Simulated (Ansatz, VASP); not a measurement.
This is a calculation of In for Ansatz 0.2.0.

input.yaml

```yaml
crystal:
  lattice:
    - [-1.6145604767, 1.6145604767, 2.4570974863]
    - [1.6145604767, -1.6145604767, 2.4570974863]
    - [1.6145604767, 1.6145604767, -2.4570974863]
  atoms:
    - { symbol: In, position: [0.0, 0.0, 0.0] }
kpoints:
  mp_grid: { grid: [11, 11, 11] }
scf:
  occupations: { method: fermi_dirac, width: 0.05 }
hamiltonian:
  xc: lda
  pseudopotentials: { kind: all_electron, lapw: { basis_error: 0.001 } }
output:
  forces: true
  stress: true
  eigenvalues: true
```

Potentials or basis: all-electron LAPW, scalar-relativistic.

Run with:

```console
$ ansatz run input.yaml --threads 1 --pin off --max-ram 3072MiB --backend cpu --events-out ev --progress --plain --runs-dir out
```

Q: Translate it to VASP 6.6.1. Potentials there: VASP PAW LDA potentials, release 64 (In_d).

A: As run (the cutoff follows the program's own potentials):

INCAR

```
SYSTEM = In
  ALGO = Normal
  EDIFF = 1E-6
  ENCUT = 520
  ISIF = 2
  ISMEAR = -1
  LASPH = .TRUE.
  LCHARG = .FALSE.
  LREAL = .FALSE.
  LWAVE = .FALSE.
  NBANDS = 12
  NELM = 60
  PREC = Accurate
  SIGMA = 0.05
```

Contents of KPOINTS:

```
k-points
0
G
  11 11 11
  0 0 0
```

The input POSCAR:

```
In
1.0
   -1.6145604767      1.6145604767      2.4570974863
    1.6145604767     -1.6145604767      2.4570974863
    1.6145604767      1.6145604767     -2.4570974863
In
1
Direct
    0.0000000000      0.0000000000      0.0000000000
```

Potentials or basis: VASP PAW LDA potentials, release 64 (In_d).

Command:

```console
$ cat potpaw_LDA.64/In_d/POTCAR > POTCAR
$ mpirun -np 1 vasp_std > vasp.out
```

Both were run:

|  | VASP | Ansatz | Ansatz less VASP |
| --- | --- | --- | --- |
| gap on the k mesh at the Fermi level (eV) | none | none | - |
| pressure (GPa) | -1.8 | -1.8 | +0.01 |
| largest component of the traceless stress (GPa) | 0.20 | 0.16 | -0.038 |

A gap of «none» marks a metal or a gap that the smearing closes. Ansatz ran all-electron here, so the differences hold the error of VASP's frozen core and of both bases.
